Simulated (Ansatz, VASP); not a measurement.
# Two plane-wave programs on WSe2

```
W Se
1.0
     3.18290    0.00000    0.00000
    -1.59145    2.75647    0.00000
     0.00000    0.00000   16.66114
W Se
1 2
Direct
  0.00000 0.00000 0.00000
  0.33333 0.66667 0.10040
  0.33333 0.66667 0.89960
```

Change from the starting cell: mode 9 frozen in at +0.000 Å, equal normal strain along x and y -0.0267.

Alike in both runs: task single point; functional PBEsol; k mesh 9 × 9 × 2; occupations gaussian, width 0.05 eV; no spin polarisation.

|  | VASP | Ansatz |
| --- | --- | --- |
| version | VASP 6.6.1 | Ansatz 0.2.0 |
| potentials or method | VASP PAW PBE potentials, release 64 (W_sv, Se) | scalar-relativistic, plane waves, PAW |
| plane-wave cutoff (eV) | 520 | 420 |
| valence electrons in the cell | 26 | 46 |

|  | VASP | Ansatz | Ansatz less VASP |
| --- | --- | --- | --- |
| gap on the k mesh at the Fermi level (eV) | 1.75 | 1.74 | -0.002 |
| least direct gap on the mesh (eV) | 2.01 | 2.02 | +0.005 |
| rms of the force components (eV/Å) | 0.342 | 0.307 | -0.0351 |

Atom by atom the forces differ by 0.035 eV/Å (rms over components). The two sets of potentials don't hold the same shells in valence. Ansatz warned: «pseudo_functional_mismatch».

Caveats: the PAW data sets were made with another functional, which shifts forces and pressure a little (VASP); spin-orbit coupling is left out, which moves the levels of the heavy elements.
